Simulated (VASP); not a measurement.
Runs of VASP 6.6.1 on KF. All rows change the cell; the cell of one of them follows. Symmetry: F-43m, No. 216, cubic system. Conventional cell: a = 5.691 Å, b = 5.691 Å, c = 5.691 Å, α = 90.00°, β = 90.00°, γ = 90.00°. Around K (site symmetry -43m) lie 4 F at 2.46 Å. F (site symmetry -43m) has 4 K at 2.46 Å as nearest neighbours. The cell was built by a generator and needn't be a form met in nature.

```csv
level,cell,k mesh,smearing,exchange at q = 0,grid for exact exchange (PRECFOCK),screening parameter,gap on the mesh (eV),pressure (GPa)
HSE06,hydrostatic strain -3.1%,6 × 6 × 6,gaussian 0.01 eV,truncated,Normal,0.2079 1/A,7.30,3.4
r2SCAN,hydrostatic strain -3.1%,8 × 8 × 8,gaussian 0.01 eV,-,-,-,(b),(c)
PBE,shear_xy strain +4.8%,8 × 8 × 8,fermi-dirac 0.02 eV,-,-,-,5.15,(a)
PBE,hydrostatic strain -3.1%,8 × 8 × 8,fermi-dirac 0.02 eV,-,-,-,5.41,3.8
```

Alike in all rows: task single point; potentials or basis VASP PAW PBE potentials, release 64 (K_sv, F); no spin polarisation; cutoff (eV) 520.

Q: Estimate the missing entries.

A: (a) 0.9; (b) 5.97; (c) 2.8.

Caveats: the PAW data sets were made with another functional, which shifts forces and pressure a little (some runs).

A k mesh can miss the band edges.
